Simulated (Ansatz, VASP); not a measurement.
## Co: VASP beside Ansatz

```
Co
1.0
    -1.33220    1.33220    1.47244
     1.33220   -1.33220    1.47244
     1.33220    1.33220   -1.47244
Co
1
Cartesian
  0.0000 0.0000 0.0000
```

Change from the starting cell: strain -0.050 along x and y, +0.050 along z, atoms carried along.

Alike in both runs: task single point; functional PBEsol; k mesh 24 × 24 × 24; occupations gaussian, width 0.15 eV; collinear spin.

```csv
,VASP,Ansatz
version,VASP 6.6.1,Ansatz 0.2.0
potentials or method,"VASP PAW PBE potentials, release 64 (Co)","scalar-relativistic, plane waves, PAW"
plane-wave cutoff (eV),520,420
valence electrons in the cell,9,17
```

|  | VASP | Ansatz | Ansatz less VASP |
| --- | --- | --- | --- |
| gap on the k mesh at the Fermi level (eV) | none | none | - |
| pressure (GPa) | 1.4 | 2.4 | +1.10 |
| largest component of the traceless stress (GPa) | 4.31 | 4.32 | +0.005 |
| net moment per atom (μB) | 1.67 | 1.68 | +0.012 |
| size of the moment on the site where the two differ most (μB) | 1.68 | 1.74 | +0.059 |

Site moments also hang on the region over which each program counts them. A gap of «none» marks a metal or a gap that the smearing closes. With one functional, cell and mesh, what is left measures potentials, basis and numerics. The two sets of potentials don't hold the same shells in valence.

Caveats: the PAW data sets were made with another functional, which shifts forces and pressure a little (VASP).
